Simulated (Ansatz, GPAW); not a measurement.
# Work function of B/W(110) at several levels, part 2 of 2

Aim: the work function of both faces of B/W(110), and its spread over functionals and bases.

GPAW 26.7.0 and Ansatz 0.2.0; Ansatz plane waves; slab in vacuum with a dipole correction, relaxation (the session's first sound run).

So far, upper work function (eV): step 2 (relaxing the atoms) 5.15.

**3. The slab's potential**

With the geometry fixed, the planar mean of the potential gives the vacuum level on each side.

This step: GPAW, PAW setups; slab in vacuum (GPAW 26.7.0).

Contents of run.py:

```python
import json
import numpy as np
from ase import Atoms
from gpaw import GPAW, PW

slab = Atoms(
    ['W', 'W', 'W', 'W', 'B'],
    positions=[
        [0.00000, 0.00000, 7.00000],
        [2.23446, 0.00000, 9.23446],
        [0.00000, 0.00000, 11.50071],
        [2.23446, 0.00000, 13.75767],
        [1.11723, 0.79000, 15.46646]],
    cell=[[2.23446, -1.58, 0.0], [2.23446, 1.58, 0.0], [0.0, 0.0, 22.74771]],
    pbc=[True, True, False])

slab.calc = GPAW(mode=PW(500), xc='PBE', kpts={'size': (12, 12, 1), 'gamma': True},
                 occupations={'name': 'fermi-dirac', 'width': 0.1}, nbands='140%',
                 convergence={'density': 1e-05}, maxiter=200,
                 poissonsolver={'dipolelayer': 'xy'},
                 symmetry={'tolerance': 1e-3}, txt='slab.txt')
result = {}
energy = slab.get_potential_energy()
fermi = slab.calc.get_fermi_level()
v = slab.calc.get_electrostatic_potential().mean((0, 1)) - fermi
n = slab.calc.get_pseudo_density().mean((0, 1))
L = slab.cell[2, 2]
z = np.arange(len(v)) * L / len(v)
low, high = slab.positions[:, 2].min(), slab.positions[:, 2].max()
below, above = np.interp([low - 4.8, high + 4.8], z, v)
slopes = [np.interp(x, z, np.gradient(v, z)) for x in (low - 4.8, high + 4.8)]
eps = np.array([[slab.calc.get_eigenvalues(k, s) for k in range(len(slab.calc.get_ibz_k_points()))]
                for s in range(slab.calc.get_number_of_spins())]) - fermi
top, bottom = eps[eps < 0].max(), eps[eps > 0].min()
dipole = slab.get_dipole_moment()[2]
print(f'energy {energy:.4f} eV, Fermi level {fermi:.4f} eV, dipole {dipole:.5f} e A')
print(f'potential 4.8 A off the faces, from the Fermi level: lower {below:.4f} eV, upper {above:.4f} eV')
print(f'slope of the potential there: lower {slopes[0]:.5f}, upper {slopes[1]:.5f} eV/A')
print(f'nearest levels on the mesh: {top:.4f} and {bottom:.4f} eV')
print('magnetic moment', round(slab.get_magnetic_moment(), 3))
result.update(energy=energy, fermi=fermi, dipole=dipole, below=below, above=above, slopes=slopes, edges=[top, bottom],
              z=z.tolist(), v=v.tolist(), n=n.tolist(), positions=slab.positions.tolist(),
              forces=slab.get_forces(apply_constraint=False).tolist(), moments=slab.get_magnetic_moments().tolist())
json.dump(result, open('result.json', 'w'))
```

Launch:

```console
OMP_NUM_THREADS=1 OPENBLAS_NUM_THREADS=2 python run.py
```

The program printed:

```text
energy -48.5070 eV, Fermi level 3.4613 eV, dipole -0.00937 e A
potential 4.8 A off the faces, from the Fermi level: lower 4.9083 eV, upper 5.1521 eV
slope of the potential there: lower -0.00147, upper 0.00025 eV/A
nearest levels on the mesh: -0.0114 and 0.0184 eV
magnetic moment 0.0
```

Wall time 4.1 min (2 threads of Intel Xeon Platinum 8375C at 2.90GHz (Ice Lake), shared host); peak memory 0.45 GiB.

This step gave:

```
dipole along the normal                    : -0.009368 e·Å
levels nearest the Fermi level on the mesh : -0.01139, 0.01840 eV from the Fermi level
upper work function                        : 5.152 eV
lower work function                        : 4.908 eV
```

The electrostatic potential energy of an electron (without an applied field's), less the Fermi level, planar mean oscillates, so the rows of the table below give means over windows of 2.27 Å about each position, cut where the curve ends. Its maxima inside the range that stand out by 2 % of the span (Å: eV): 8.2: -2.76, 10.3: -2.60, 12.6: -2.55, 14.9: -3.40. Its minima: 7.0: -29.3, 9.2: -29.7, 11.5: -29.6, 13.7: -29.8, 15.4: -11.1.

Table of electrostatic potential energy of an electron (without an applied field's), less the Fermi level, planar mean by z; means over each step:

```tsv
z (Å)	electrostatic potential energy of an electron (without an applied field's), less the Fermi level, planar mean (eV)
1.14	4.92
3.41	4.87
5.68	-2.46
7.95	-14.7
10.22	-14.5
12.49	-14.5
14.76	-12.3
17.03	3.71
19.30	5.15
21.57	5.15
```

The pseudo valence density, planar mean oscillates, so the rows of the table below give means over windows of 2.27 Å about each position, cut where the curve ends. Its maxima inside the range that stand out by 2 % of the span (Å: e/Å³): 7.0: 1.86, 9.3: 1.83, 11.6: 1.82, 13.8: 1.80. Its minima: 8.2: 0.356, 10.4: 0.340, 12.7: 0.348.

Table of pseudo valence density, planar mean by z; means over each step:

```tsv
z (Å)	pseudo valence density, planar mean (e/Å³)
1.14	4.3e-6
3.41	0.00118
5.68	0.293
7.95	0.899
10.22	0.876
12.49	0.884
14.76	0.679
17.03	0.0485
19.30	1.3e-4
```

Force by atom:

```tsv
atom	x (eV/Å)	y (eV/Å)	z (eV/Å)	size
W1	0.000	0.000	0.379	0.379
W2	0.000	0.000	-0.348	0.348
W3	0.000	0.000	0.013	0.013
W4	0.000	0.000	-0.045	0.045
B5	0.000	0.000	0.003	0.003
```

The potential is flat to 0.001 eV/Å where it is read, so the vacuum is wide enough. The geometry is the other program's minimum; here the largest force on a free atom is 0.045 eV/Å.

**4. OptPBE vdW: xc = "optPBE-vdW"**

The same geometry under optPBE-vdW, to see how far the functional moves the levels against the vacuum (the van der Waals functionals take revPBE setups).

run.py: that of step 3 with these lines changed.

```diff
@@ -16,3 +16,3 @@
 
-slab.calc = GPAW(mode=PW(500), xc='PBE', kpts={'size': (12, 12, 1), 'gamma': True},
+slab.calc = GPAW(mode=PW(500), xc='optPBE-vdW', kpts={'size': (12, 12, 1), 'gamma': True},
                  occupations={'name': 'fermi-dirac', 'width': 0.1}, nbands='140%',
```

The program printed:

```text
energy -116.5320 eV, Fermi level 3.3669 eV, dipole -0.01129 e A
potential 4.8 A off the faces, from the Fermi level: lower 5.0647 eV, upper 5.3580 eV
slope of the potential there: lower -0.00236, upper 0.00036 eV/A
nearest levels on the mesh: -0.0044 and 0.0093 eV
magnetic moment 0.0
```

Wall time 5.4 min (2 threads); peak memory 0.6 GiB.

This step gave:

| Item | Value |
| --- | --- |
| dipole along the normal | -0.01129 e·Å |
| levels nearest the Fermi level on the mesh | -0.004437, 0.009309 eV from the Fermi level |
| upper work function | 5.358 eV |
| lower work function | 5.065 eV |

The electrostatic potential energy of an electron (without an applied field's), less the Fermi level, planar mean oscillates, so the rows of the table below give means over windows of 2.27 Å about each position, cut where the curve ends. Its maxima inside the range that stand out by 2 % of the span (Å: eV): 8.2: -2.84, 10.3: -2.66, 12.6: -2.61, 14.9: -3.41. Its minima: 7.0: -29.3, 9.2: -29.6, 11.5: -29.5, 13.7: -29.8, 15.4: -11.1.

The electrostatic potential energy of an electron (without an applied field's), less the Fermi level, planar mean by z; means over each step:

```tsv
z (Å)	electrostatic potential energy of an electron (without an applied field's), less the Fermi level, planar mean (eV)
1.14	5.08
3.41	5.02
5.68	-2.41
7.95	-14.7
10.22	-14.5
12.49	-14.5
14.76	-12.3
17.03	3.86
19.30	5.35
21.57	5.35
```

Table of pseudo valence density, planar mean by z:

```tsv
z (Å)	pseudo valence density, planar mean (e/Å³)
2.5	6.6e-5
3.0	2.1e-4
3.5	6.5e-4
4.0	0.00197
4.5	0.00627
5.0	0.0200
5.5	0.0605
6.0	0.205
6.5	0.787
7.0	1.85
7.5	0.808
8.0	0.368
8.5	0.487
9.0	1.45
9.5	1.39
10.0	0.463
10.5	0.356
11.0	0.785
11.5	1.80
12.0	0.807
12.5	0.355
13.0	0.475
13.5	1.39
14.0	1.44
14.5	0.501
15.0	0.360
15.5	0.276
16.0	0.188
16.5	0.0670
17.0	0.0191
17.5	0.00511
18.0	0.00140
18.5	4.2e-4
19.0	1.2e-4
```

Force by atom:

```tsv
atom	x (eV/Å)	y (eV/Å)	z (eV/Å)	size
W1	0.000	0.000	0.087	0.087
W2	0.000	0.000	-0.334	0.334
W3	0.000	0.000	0.005	0.005
W4	0.000	0.000	0.032	0.032
B5	0.000	0.000	0.210	0.210
```

The upper face's work function is 5.358 eV, against 5.152 eV in the first plane-wave PBE run at this geometry.

**5. Self-consistent run: xc = "vdW-DF2"**

The same geometry under vdW-DF2, to see how far the functional moves the levels against the vacuum (the van der Waals functionals take revPBE setups).

run.py: that of step 4 with these lines changed.

```diff
@@ -16,3 +16,3 @@
 
-slab.calc = GPAW(mode=PW(500), xc='optPBE-vdW', kpts={'size': (12, 12, 1), 'gamma': True},
+slab.calc = GPAW(mode=PW(500), xc='vdW-DF2', kpts={'size': (12, 12, 1), 'gamma': True},
                  occupations={'name': 'fermi-dirac', 'width': 0.1}, nbands='140%',
```

The program printed:

```text
energy -648.2577 eV, Fermi level 3.4039 eV, dipole -0.01535 e A
potential 4.8 A off the faces, from the Fermi level: lower 5.1318 eV, upper 5.5291 eV
slope of the potential there: lower -0.00316, upper 0.00093 eV/A
nearest levels on the mesh: -0.0043 and 0.0011 eV
magnetic moment 0.0
```

Elapsed: 9.2 min, on 2 threads; peak memory 0.6 GiB.

Numbers from this step:

```
dipole along the normal                    : -0.01535 e·Å
levels nearest the Fermi level on the mesh : -0.004346, 0.001051 eV from the Fermi level
upper work function                        : 5.529 eV
lower work function                        : 5.132 eV
```

The electrostatic potential energy of an electron (without an applied field's), less the Fermi level, planar mean oscillates, so the rows of the table below give means over windows of 2.27 Å about each position, cut where the curve ends. Its maxima inside the range that stand out by 2 % of the span (Å: eV): 8.2: -3.10, 10.3: -2.93, 12.6: -2.88, 14.9: -3.48. Its minima: 7.0: -29.5, 9.2: -29.9, 11.5: -29.8, 13.7: -30.1, 15.4: -11.0.

The electrostatic potential energy of an electron (without an applied field's), less the Fermi level, planar mean by z; means over each step:

```tsv
z (Å)	electrostatic potential energy of an electron (without an applied field's), less the Fermi level, planar mean (eV)
1.14	5.15
3.41	5.08
5.68	-2.50
7.95	-15.0
10.22	-14.8
12.49	-14.8
14.76	-12.4
17.03	4.01
19.30	5.52
21.57	5.52
```

The upper face's work function is 5.529 eV, against 5.152 eV in the first plane-wave PBE run at this geometry.

**6. Self-consistent run: xc = "revPBE"**

The same geometry under revPBE, to see how far the functional moves the levels against the vacuum.

run.py: that of step 5 with these lines changed.

```diff
@@ -16,3 +16,3 @@
 
-slab.calc = GPAW(mode=PW(500), xc='vdW-DF2', kpts={'size': (12, 12, 1), 'gamma': True},
+slab.calc = GPAW(mode=PW(500), xc='revPBE', kpts={'size': (12, 12, 1), 'gamma': True},
                  occupations={'name': 'fermi-dirac', 'width': 0.1}, nbands='140%',
```

The program printed:

```text
energy -46.5617 eV, Fermi level 3.5423 eV, dipole -0.01018 e A
potential 4.8 A off the faces, from the Fermi level: lower 4.7975 eV, upper 5.0620 eV
slope of the potential there: lower -0.00158, upper 0.00027 eV/A
nearest levels on the mesh: -0.0177 and 0.0178 eV
magnetic moment 0.0
```

Run time: 4.7 min. Hardware: 2 threads; peak memory 0.45 GiB.

Numbers from this step:

```yaml
dipole_along_the_normal: -0.01018 e·Å
levels_nearest_the_fermi_level_on_the_mesh: -0.01772, 0.01780 eV from the Fermi level
upper_work_function: 5.062 eV
lower_work_function: 4.798 eV
```

The upper face's work function is 5.062 eV, against 5.152 eV in the first plane-wave PBE run at this geometry.

**7. Real-space grid: mode = "fd"**

A real-space grid is a second complete basis, so it checks the plane-wave result.

run.py: that of step 6 with these lines changed.

```diff
@@ -3,3 +3,3 @@
 from ase import Atoms
-from gpaw import GPAW, PW
+from gpaw import GPAW
 
@@ -16,3 +16,3 @@
 
-slab.calc = GPAW(mode=PW(500), xc='revPBE', kpts={'size': (12, 12, 1), 'gamma': True},
+slab.calc = GPAW(mode='fd', h=0.18, xc='PBE', kpts={'size': (12, 12, 1), 'gamma': True},
                  occupations={'name': 'fermi-dirac', 'width': 0.1}, nbands='140%',
```

The program printed:

```text
energy -48.5587 eV, Fermi level -5.0307 eV, dipole -0.00952 e A
potential 4.8 A off the faces, from the Fermi level: lower 4.9083 eV, upper 5.1526 eV
slope of the potential there: lower -0.00141, upper 0.00021 eV/A
nearest levels on the mesh: -0.0118 and 0.0182 eV
magnetic moment 0.0
```

Wall time 32 min (2 threads); peak memory 2.4 GiB.

This step gave:

```
dipole along the normal                    : -0.009519 e·Å
levels nearest the Fermi level on the mesh : -0.01183, 0.01823 eV from the Fermi level
upper work function                        : 5.153 eV
lower work function                        : 4.908 eV
```

The electrostatic potential energy of an electron (without an applied field's), less the Fermi level, planar mean oscillates, so the rows of the table below give means over windows of 2.22 Å about each position, cut where the curve ends. Its maxima inside the range that stand out by 2 % of the span (Å: eV): 8.1: -2.74, 10.4: -2.58, 12.6: -2.53, 14.8: -3.37. Its minima: 7.0: -29.3, 9.2: -29.8, 11.5: -29.6, 13.8: -29.8, 15.5: -11.2.

Table of electrostatic potential energy of an electron (without an applied field's), less the Fermi level, planar mean by z; means over each step:

```tsv
z (Å)	electrostatic potential energy of an electron (without an applied field's), less the Fermi level, planar mean (eV)
1.11	4.91
3.33	4.88
5.55	-0.681
7.77	-14.5
9.99	-14.4
12.21	-14.4
14.43	-14.7
16.65	1.78
18.87	5.14
21.09	5.15
```

The upper face's work function is 5.153 eV, against 5.152 eV in the first plane-wave PBE run at this geometry.

**8. All levels side by side**

Times are for 2 threads of Intel Xeon Platinum 8375C at 2.90GHz (Ice Lake), shared host. The series side by side:

```tsv
no.	run	upper work function (eV)	lower work function (eV)	time	memory (GiB)
1	pw	5.152	4.908	4.1 min	0.45
2	optPBE vdW	5.358	5.065	5.4 min	0.6
3	vdW DF2	5.529	5.132	9.2 min	0.6
4	revPBE	5.062	4.798	4.7 min	0.45
5	fd	5.153	4.908	32 min	2.4
```

**9. Atomic orbitals**

Atom-centred orbitals end a few angstrom from the surface, which tests how much the density's tail matters.

run.py: that of step 7 with these lines changed.

```diff
@@ -16,4 +16,4 @@
 
-slab.calc = GPAW(mode='fd', h=0.18, xc='PBE', kpts={'size': (12, 12, 1), 'gamma': True},
-                 occupations={'name': 'fermi-dirac', 'width': 0.1}, nbands='140%',
+slab.calc = GPAW(mode='lcao', basis='dzp', h=0.18, xc='PBE', kpts={'size': (12, 12, 1), 'gamma': True},
+                 occupations={'name': 'fermi-dirac', 'width': 0.1}, nbands='120%',
                  convergence={'density': 1e-05}, maxiter=200,
```

The program printed:

```text

```

Wall time 45 min (2 threads); peak memory 0.48 GiB.

The run was cut off at its time limit.

**10. Side by side**

Results and costs are gathered.

This step: comparison of work functions, dipole and cost (GPAW 26.7.0).

Ladder, by row:

```tsv
step	code	work function, upper (eV)	work function, lower (eV)	dipole (e Å)	wall time (s)	peak memory (GiB)	threads
pw	GPAW	5.152	4.908	-0.009368	247.9	0.45	2
optPBE-vdW	GPAW	5.358	5.065	-0.01129	325.9	0.6	2
vdW-DF2	GPAW	5.529	5.132	-0.01535	554.1	0.6	2
revPBE	GPAW	5.062	4.798	-0.01018	280.1	0.45	2
fd	GPAW	5.153	4.908	-0.009519	1948	2.35	2
```

**11. A changed run**

One more run, with changed settings.

This step: GPAW, PAW setups; slab in vacuum (GPAW 26.7.0).

run.py: that of step 9 with these lines changed.

```diff
@@ -3,3 +3,3 @@
 from ase import Atoms
-from gpaw import GPAW
+from gpaw import GPAW, PW
 
@@ -14,7 +14,7 @@
     cell=[[2.23446, -1.58, 0.0], [2.23446, 1.58, 0.0], [0.0, 0.0, 22.74771]],
-    pbc=[True, True, False])
+    pbc=[True, True, True])
 
-slab.calc = GPAW(mode='lcao', basis='dzp', h=0.18, xc='PBE', kpts={'size': (12, 12, 1), 'gamma': True},
-                 occupations={'name': 'fermi-dirac', 'width': 0.1}, nbands='120%',
-                 convergence={'density': 1e-05}, maxiter=200,
+slab.calc = GPAW(mode=PW(500), xc='PBE', kpts={'size': (12, 12, 1), 'gamma': True},
+                 occupations={'name': 'fermi-dirac', 'width': 0.1}, nbands='140%',
+                 convergence={'density': 1e-05}, maxiter=75,
                  poissonsolver={'dipolelayer': 'xy'},
```

The program printed:

```text
AssertionError
```

Run time: 1.4 s. Hardware: 2 threads; peak memory 0.15 GiB.

The program refused the input before any cycle.

The fault put into the input: a dipole layer in a cell that repeats along the normal (pbc_z = true).

**12. Summary of results**

| Property | Result |
| --- | --- |
| work function, upper and lower face | 5.152 and 4.908 eV |
| dipole along the normal | -0.00937 e Å |

**Reading.** With plane waves and PBE the work function is 5.15 eV on the upper face and 4.91 eV on the lower. The two faces differ by 0.24 eV, the step that the slab's dipole makes (e p/(ε0 A) gives 0.24 eV), so the dipole layer is needed. Over the sound runs of the table the upper face's work function spans 5.062 (revPBE) to 5.529 eV (vdW-DF2). The cell of 7.06 Å² holds one B, started on one chosen site; other sites and coverages weren't tried. The in-plane lattice was kept as typed, which isn't the functional's own and leaves some strain; spin-orbit coupling and temperature are left out.

[Logs are printed without paths, hosts, clocks, repeated set-up lines and the standing remarks that a program may print on its own settings, such as how far it seeks lower states.]

[Hosts, paths, dates, database ids (printed as entryN), source tags and the programs' standing remarks are cut or masked in the printed files.]
